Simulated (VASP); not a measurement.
# BaS in VASP: one cell, several levels of theory

What does VASP give for BaS in the CsCl-type structure, under +0.4 % strain along z alone, the cell held fixed? Runs: PBE, r2SCAN. This is a trial cell built on a prototype, not taken from a measured structure, and it needn't be the compound's ground state.

Code: VASP 6.6.1. PAW datasets, plane waves. The calculation is spin-unpolarised, and the structure need not be a phase that has been made.

## Step 1: The system as given

The cell comes from an earlier relaxation with r2SCAN in another program, then strained, with the atoms relaxed again.

The symmetry is P4/mmm (No. 123, tetragonal); a = 3.834 Å, c = 3.851 Å in the conventional setting, 28.30 Å³ an atom. Ba has 8 S at 3.33 Å; S has 8 Ba at 3.33 Å.

Coordinates:

```xyz
2
Lattice="3.8338 0.0000 0.0000 0.0000 3.8338 0.0000 0.0000 0.0000 3.8506" Properties=species:S:1:pos:R:3 pbc="T T T"
Ba    0.0000    0.0000    0.0000
S     1.9169    1.9169    1.9253
```

## Step 2: PBE

File INCAR:

```
ENCUT = 520.000000
SIGMA = 0.020000
EDIFF = 1.00e-07
GGA = PE
PREC = Accurate
IBRION = -1
ISIF = 2
ISMEAR = -1
NBANDS = 15
NELM = 120
NSW = 0
LASPH = .TRUE.
LCHARG = .FALSE.
LWAVE = .FALSE.
LREAL = .FALSE.
```

File KPOINTS:

```
KPOINTS created by Atomic Simulation Environment
0
Gamma
6 6 6
0 0 0
```

File KPOINTS_OPT:

```
special points
4
Reciprocal
0.0000000000 0.0000000000 0.0000000000 1
0.0000000000 0.5000000000 0.0000000000 1
0.5000000000 0.5000000000 0.0000000000 1
0.5000000000 0.5000000000 0.5000000000 1
```

File POSCAR:

```
Ba S
 1.0000000000000000
     3.8337582615999999    0.0000000000000000    0.0000000000000000
     0.0000000000000000    3.8337582615999999    0.0000000000000000
     0.0000000000000000    0.0000000000000000    3.8506267980000000
 Ba  S
   1   1
Cartesian
  0.0000000000000000  0.0000000000000000  0.0000000000000000
  1.9168791307999999  1.9168791307999999  1.9253133990000000
```

The run uses the recommended PBE PAW datasets (16 valence electrons a neutral cell).

On the command line:

```console
> mpirun -np 1 vasp_std
```

Standard output, without the iteration lines:

```text
POSCAR found type information on POSCAR BaS
 POSCAR found :  2 types and       2 ions
 LDA part: xc-table for (Slater+PW92), standard interpolation
 POSCAR, INCAR and KPOINTS ok, starting setup
 FFT: planning ... GRIDC
 FFT: planning ... GRID_SOFT
 FFT: planning ... GRID
 WAVECAR not read
 entering main loop
 Start KPOINTS_OPT (optional k-point list driver)
k-point batch [1-4\4]
```

OSZICAR:

```text
N       E                     dE             d eps       ncg     rms          rms(c)
DAV:   1     0.761157227080E+02    0.76116E+02   -0.70860E+03  1200   0.947E+02
DAV:   2    -0.620902168241E+01   -0.82325E+02   -0.76386E+02  1629   0.171E+02
DAV:   3    -0.101199112402E+02   -0.39109E+01   -0.38880E+01  1702   0.377E+01
DAV:   4    -0.101800479890E+02   -0.60137E-01   -0.60131E-01  1479   0.481E+00
DAV:   5    -0.101814401345E+02   -0.13921E-02   -0.13921E-02  1633   0.612E-01    0.481E+00
DAV:   6    -0.975994097979E+01    0.42150E+00   -0.45937E-01  1431   0.481E+00    0.349E+00
DAV:   7    -0.974467477194E+01    0.15266E-01   -0.17463E-01  1536   0.262E+00    0.173E+00
DAV:   8    -0.974906490871E+01   -0.43901E-02   -0.33137E-02  1396   0.113E+00    0.210E-01
DAV:   9    -0.974850595393E+01    0.55895E-03   -0.32225E-03  1557   0.422E-01    0.106E-01
DAV:  10    -0.974871521574E+01   -0.20926E-03   -0.43876E-04  1382   0.146E-01    0.426E-02
DAV:  11    -0.974881915443E+01   -0.10394E-03   -0.14858E-04  1473   0.990E-02    0.271E-02
DAV:  12    -0.974881933038E+01   -0.17595E-06   -0.72038E-06  1635   0.223E-02    0.164E-02
DAV:  13    -0.974881812463E+01    0.12058E-05   -0.15313E-06  1496   0.946E-03    0.232E-03
DAV:  14    -0.974881833236E+01   -0.20773E-06   -0.17824E-07  1467   0.247E-03    0.277E-03
DAV:  15    -0.974881832229E+01    0.10071E-07   -0.17244E-08   817   0.122E-03
   1 F= -.97488183E+01 E0= -.97488183E+01  d E =-.340453E-10
       N       E                     dE             ncg
DAV:   1     0.930775069740E+03   -0.15819E+04      120
DAV:   2     0.634578426038E+03   -0.29620E+03      162
DAV:   3     0.621239233299E+03   -0.13339E+02      171
DAV:   4     0.621063230740E+03   -0.17600E+00      134
DAV:   5     0.621057611082E+03   -0.56197E-02      171
DAV:   6     0.621057548680E+03   -0.62402E-04      141
DAV:   7     0.621057547216E+03   -0.14640E-05      185
DAV:   8     0.621057547180E+03   -0.35620E-07      117
```

The lines after F= are the extra pass for the points of KPOINTS_OPT, at fixed density; their E is not a total energy.

Parts of OUTCAR:

```text
k-points           NKPTS =     40   k-points in BZ     NKDIM =     40   number of bands    NBANDS=     15

   NELECT =      16.0000    total number of electrons

   dimension x,y,z NGX =    30 NGY =   30 NGZ =   30
   dimension x,y,z NGXF=    60 NGYF=   60 NGZF=   60

  energy-cutoff  :      520.00
  volume of cell :       56.60
      direct lattice vectors                 reciprocal lattice vectors
     3.833758262  0.000000000  0.000000000     0.260840651  0.000000000  0.000000000
     0.000000000  3.833758262  0.000000000     0.000000000  0.260840651  0.000000000
     0.000000000  0.000000000  3.850626798     0.000000000  0.000000000  0.259697980

 k-points in reciprocal lattice and weights: KPOINTS created by Atomic Simulation Env
   0.00000000  0.00000000  0.00000000       0.005
   0.16666667  0.00000000  0.00000000       0.019
   0.33333333  0.00000000  0.00000000       0.019
   0.50000000  0.00000000  0.00000000       0.009
   0.16666667  0.16666667  0.00000000       0.019
   0.33333333  0.16666667  0.00000000       0.037
   0.50000000  0.16666667  0.00000000       0.019
   0.33333333  0.33333333  0.00000000       0.019
[... 32 more k-points ...]

 E-fermi :   3.4027

 k-point     1 :       0.0000    0.0000    0.0000
  band No.  band energies     occupation
      1     -24.1514      2.00000
      2      -8.9593      2.00000
      3      -8.9490      2.00000
      4      -8.9490      2.00000
      5      -8.0549      2.00000
      6       2.8727      2.00000
      7       2.9041      2.00000
      8       2.9041      2.00000
      9       4.4472      0.00000
     10       4.4497      0.00000
     11       6.8231      0.00000
     12       9.5237      0.00000
     13       9.5237      0.00000
     14       9.5634      0.00000
     15      13.8726      0.00000

 k-point     2 :       0.1667    0.0000    0.0000
  band No.  band energies     occupation
      1     -24.1290      2.00000
      2      -9.4764      2.00000
      3      -8.9292      2.00000
      4      -8.9193      2.00000
      5      -7.6099      2.00000
      6       1.8947      2.00000
      7       2.7162      2.00000
      8       2.7518      2.00000
      9       4.6446      0.00000
     10       5.4774      0.00000
     11       7.7706      0.00000
     12       9.5249      0.00000
     13       9.5543      0.00000
     14       9.6814      0.00000
     15      12.2680      0.00000

 k-point     3 :       0.3333    0.0000    0.0000
  band No.  band energies     occupation
      1     -24.0836      2.00000
      2     -10.1276      2.00000
      3      -8.8677      2.00000
      4      -8.8585      2.00000
      5      -7.0790      2.00000
      6       0.6227      2.00000
      7       2.4034      2.00000
      8       2.4464      2.00000
      9       5.1382      0.00000
     10       7.6194      0.00000
     11       9.3144      0.00000
     12       9.7346      0.00000
     13       9.7426      0.00000
     14      10.0546      0.00000
     15      10.3394      0.00000

 k-point     4 :       0.5000    0.0000    0.0000
  band No.  band energies     occupation
      1     -24.0605      2.00000
      2     -10.3871      2.00000
      3      -8.8363      2.00000
      4      -8.8274      2.00000
      5      -6.8556      2.00000
      6       0.1050      2.00000
      7       2.2480      2.00000
      8       2.2942      2.00000
      9       5.4751      0.00000
     10       9.0783      0.00000
     11       9.4995      0.00000
     12       9.9810      0.00000
     13       9.9886      0.00000
     14      10.2704      0.00000
     15      10.2847      0.00000

 k-point     5 :       0.1667    0.1667    0.0000
  band No.  band energies     occupation
      1     -24.1070      2.00000
      2      -9.5541      2.00000
      3      -9.1724      2.00000
      4      -8.9007      2.00000
      5      -7.3821      2.00000
      6       1.6480      2.00000
      7       2.3136      2.00000
      8       2.6498      2.00000
      9       5.2073      0.00000
     10       6.0144      0.00000
     11       7.7671      0.00000
     12       8.7786      0.00000
     13       9.9652      0.00000
     14      10.3199      0.00000
     15      12.6789      0.00000

[... the tables of k-points 6 to 40 left out ...]

  Total        0.4075900      0.4075900      0.2354384      0.0000000     -0.0000000     -0.0000000
  in kB       11.5386016     11.5386016      6.6651055      0.0000000     -0.0000000     -0.0000000
  external PRESSURE =       9.9141029 kB  Pullay stress =       0.0000000 kB

 POSITION                                       TOTAL-FORCE (eV/Angst)
 -----------------------------------------------------------------------------------
      0.00000      0.00000      0.00000         0.000000      0.000000      0.000000
      1.91688      1.91688      1.92531         0.000000      0.000000      0.000000
 -----------------------------------------------------------------------------------
    total drift:                                0.000000     -0.000000     -0.000000

  FREE ENERGIE OF THE ION-ELECTRON SYSTEM (eV)
  ---------------------------------------------------
  free  energy   TOTEN  =        -9.7488183223 eV

  energy  without entropy=       -9.7488183223  energy(sigma->0) =       -9.74881832
```

Run time: 14 s. Hardware: 1 MPI rank of Intel Xeon 6975P-C, shared host; peak memory 0.19 GiB.

The levels at the points of KPOINTS_OPT are read from vasprun.xml.

Near the gap, in eV above the top of the last filled band v; c is the band after it:

```csv
point,v−1,v,c,c+1
Γ,-0.11,-0.11,1.43,1.43
X,-0.77,-0.72,2.46,6.06
M,-1.38,-0.03,2.21,3.29
R,-2.77,-2.77,7.26,7.30
```

PBE gives an indirect gap of 1.43 eV, from (0.50, 0.00, 0.50) to Γ; the least direct gap is 1.54 eV. The pressure is 0.99 GPa; the forces vanish within 0.01 eV/Å.

## Step 3: r2SCAN at this geometry

File INCAR:

```
ENCUT = 520.000000
SIGMA = 0.010000
EDIFF = 1.00e-07
ALGO = Normal
METAGGA = R2SCAN
PREC = Accurate
IBRION = -1
ISIF = 2
ISMEAR = 0
NBANDS = 15
NELM = 120
NSW = 0
LASPH = .TRUE.
LCHARG = .FALSE.
LWAVE = .FALSE.
LREAL = .FALSE.
```

KPOINTS is that of step 2.

KPOINTS_OPT is that of step 2.

POSCAR is that of step 2.

On the command line:

```console
> mpirun -np 1 vasp_std
```

Printed to the terminal (iteration lines stand in OSZICAR):

```text
POSCAR found type information on POSCAR BaS
 POSCAR found :  2 types and       2 ions
 -----------------------------------------------------------------------------
|                                                                             |
|                                                                             |
|     You enforced a specific xc type in the INCAR file but a different       |
|     I HOPE YOU KNOW WHAT YOU ARE DOING!                                     |
|                                                                             |
 -----------------------------------------------------------------------------

 LDA part: xc-table for (None), standard interpolation
 POSCAR, INCAR and KPOINTS ok, starting setup
 FFT: planning ... GRIDC
 FFT: planning ... GRID_SOFT
 FFT: planning ... GRID
 WAVECAR not read
 entering main loop
 Start KPOINTS_OPT (optional k-point list driver)
k-point batch [1-4\4]
```

OSZICAR:

```text
N       E                     dE             d eps       ncg     rms          rms(c)
DAV:   1     0.453027753503E+02    0.45303E+02   -0.72910E+03  1200   0.976E+02
DAV:   2    -0.387431169839E+02   -0.84046E+02   -0.77855E+02  1636   0.176E+02
DAV:   3    -0.428259881912E+02   -0.40829E+01   -0.40571E+01  1717   0.390E+01
DAV:   4    -0.428891544873E+02   -0.63166E-01   -0.63157E-01  1493   0.503E+00
DAV:   5    -0.428906065620E+02   -0.14521E-02   -0.14521E-02  1625   0.646E-01    0.508E+00
DAV:   6    -0.388413798705E+02    0.40492E+01   -0.12983E+00  1599   0.810E+00    0.357E+00
DAV:   7    -0.388055096686E+02    0.35870E-01   -0.42091E-01  1501   0.444E+00    0.221E+00
DAV:   8    -0.388008091831E+02    0.47005E-02   -0.44734E-02  1491   0.157E+00    0.166E+00
DAV:   9    -0.388032824637E+02   -0.24733E-02   -0.65575E-03  1298   0.799E-01    0.418E-01
DAV:  10    -0.388032874550E+02   -0.49913E-05   -0.16537E-04  1543   0.108E-01    0.101E-01
DAV:  11    -0.388034124055E+02   -0.12495E-03   -0.12279E-04  1354   0.103E-01    0.158E-02
DAV:  12    -0.388034089141E+02    0.34915E-05   -0.55133E-06  1669   0.177E-02    0.464E-03
DAV:  13    -0.388034080695E+02    0.84457E-06   -0.82370E-07  1389   0.672E-03    0.208E-03
DAV:  14    -0.388034080395E+02    0.29981E-07   -0.20770E-07  1564   0.312E-03
   1 F= -.38803408E+02 E0= -.38803408E+02  d E =-.586947E-42
       N       E                     dE             ncg
DAV:   1     0.914512647244E+03   -0.15982E+04      120
DAV:   2     0.603505138265E+03   -0.31101E+03      162
DAV:   3     0.589826408219E+03   -0.13679E+02      171
DAV:   4     0.589641210259E+03   -0.18520E+00      148
DAV:   5     0.589634917124E+03   -0.62931E-02      171
DAV:   6     0.589634843088E+03   -0.74036E-04      134
DAV:   7     0.589634841278E+03   -0.18097E-05      192
DAV:   8     0.589634841233E+03   -0.44587E-07      117
```

From OUTCAR:

```text
k-points           NKPTS =     40   k-points in BZ     NKDIM =     40   number of bands    NBANDS=     15

   NELECT =      16.0000    total number of electrons

   dimension x,y,z NGX =    30 NGY =   30 NGZ =   30
   dimension x,y,z NGXF=    60 NGYF=   60 NGZF=   60

  energy-cutoff  :      520.00
  volume of cell :       56.60
      direct lattice vectors                 reciprocal lattice vectors
     3.833758262  0.000000000  0.000000000     0.260840651  0.000000000  0.000000000
     0.000000000  3.833758262  0.000000000     0.000000000  0.260840651  0.000000000
     0.000000000  0.000000000  3.850626798     0.000000000  0.000000000  0.259697980

 k-points in reciprocal lattice and weights: KPOINTS created by Atomic Simulation Env
   0.00000000  0.00000000  0.00000000       0.005
   0.16666667  0.00000000  0.00000000       0.019
   0.33333333  0.00000000  0.00000000       0.019
   0.50000000  0.00000000  0.00000000       0.009
   0.16666667  0.16666667  0.00000000       0.019
   0.33333333  0.16666667  0.00000000       0.037
   0.50000000  0.16666667  0.00000000       0.019
   0.33333333  0.33333333  0.00000000       0.019
[... 32 more k-points ...]

 E-fermi :   2.9299

 k-point     1 :       0.0000    0.0000    0.0000
  band No.  band energies     occupation
      1     -25.1540      2.00000
      2      -9.5410      2.00000
      3      -9.5312      2.00000
      4      -9.5312      2.00000
      5      -8.6905      2.00000
      6       2.6967      2.00000
      7       2.7296      2.00000
      8       2.7296      2.00000
      9       4.6385      0.00000
     10       4.6414      0.00000
     11       7.4779      0.00000
     12       9.8502      0.00000
     13       9.8502      0.00000
     14       9.8899      0.00000
     15      14.2805      0.00000

 k-point     2 :       0.1667    0.0000    0.0000
  band No.  band energies     occupation
      1     -25.1309      2.00000
      2     -10.0871      2.00000
      3      -9.5104      2.00000
      4      -9.5010      2.00000
      5      -8.2127      2.00000
      6       1.7580      2.00000
      7       2.5403      2.00000
      8       2.5774      2.00000
      9       4.8415      0.00000
     10       5.6836      0.00000
     11       8.3983      0.00000
     12       9.8655      0.00000
     13       9.8946      0.00000
     14      10.0161      0.00000
     15      12.6920      0.00000

 k-point     3 :       0.3333    0.0000    0.0000
  band No.  band energies     occupation
      1     -25.0842      2.00000
      2     -10.7548      2.00000
      3      -9.4481      2.00000
      4      -9.4394      2.00000
      5      -7.6575      2.00000
      6       0.4725      2.00000
      7       2.2281      2.00000
      8       2.2726      2.00000
      9       5.3481      0.00000
     10       7.8881      0.00000
     11       9.9356      0.00000
     12      10.1051      0.00000
     13      10.1122      0.00000
     14      10.4095      0.00000
     15      10.7261      0.00000

 k-point     4 :       0.5000    0.0000    0.0000
  band No.  band energies     occupation
      1     -25.0604      2.00000
      2     -11.0198      2.00000
      3      -9.4163      2.00000
      4      -9.4080      2.00000
      5      -7.4253      2.00000
      6      -0.0570      2.00000
      7       2.0730      2.00000
      8       2.1208      2.00000
      9       5.6928      0.00000
     10       9.4188      0.00000
     11       9.8664      0.00000
     12      10.3729      0.00000
     13      10.3825      0.00000
     14      10.6529      0.00000
     15      10.8327      0.00000

 k-point     5 :       0.1667    0.1667    0.0000
  band No.  band energies     occupation
      1     -25.1083      2.00000
      2     -10.1722      2.00000
      3      -9.7533      2.00000
      4      -9.4816      2.00000
      5      -7.9747      2.00000
      6       1.5059      2.00000
      7       2.1472      2.00000
      8       2.4734      2.00000
      9       5.4108      0.00000
     10       6.2238      0.00000
     11       8.2894      0.00000
     12       9.0972      0.00000
     13      10.4456      0.00000
     14      10.6936      0.00000
     15      13.1092      0.00000

[... the tables of k-points 6 to 40 left out ...]

  Total        0.3208814      0.3208814      0.1420279      0.0000000      0.0000000      0.0000000
  in kB        9.0839387      9.0839387      4.0207147      0.0000000      0.0000000      0.0000000
  external PRESSURE =       7.3961974 kB  Pullay stress =       0.0000000 kB

 POSITION                                       TOTAL-FORCE (eV/Angst)
 -----------------------------------------------------------------------------------
      0.00000      0.00000      0.00000         0.000000      0.000000      0.000000
      1.91688      1.91688      1.92531         0.000000      0.000000      0.000000
 -----------------------------------------------------------------------------------
    total drift:                                0.000000     -0.000000     -0.000000

  FREE ENERGIE OF THE ION-ELECTRON SYSTEM (eV)
  ---------------------------------------------------
  free  energy   TOTEN  =       -38.8034080395 eV

  energy  without entropy=      -38.8034080395  energy(sigma->0) =      -38.80340804
```

It took 54 s on 1 MPI rank of Intel Xeon 6975P-C, shared host; peak memory 0.2 GiB.

The levels at the points of KPOINTS_OPT are read from vasprun.xml.

Band energies at the special points (eV, zero at the top of v, the last band that the electrons fill by count):

```csv
point,v−1,v,c,c+1
Γ,-0.11,-0.11,1.80,1.81
X,-0.76,-0.72,2.86,6.58
M,-1.41,-0.03,2.66,3.82
R,-2.80,-2.80,7.87,7.91
```

The r2SCAN gap is 1.80 eV and indirect ((0.50, 0.00, 0.50) to Γ), with 1.91 eV as the least direct one. Pressure: 0.74 GPa; the forces vanish within 0.01 eV/Å.

## Step 4: Results

| level | gap (eV) | pressure (GPa) |
| --- | --- | --- |
| PBE | 1.43 | 0.99 |
| r2SCAN | 1.80 | 0.74 |

In words: The gap runs from 1.43 eV (PBE) to 1.80 eV (r2SCAN). Spin-orbit coupling is left out, though the cell holds Ba (Z = 56).
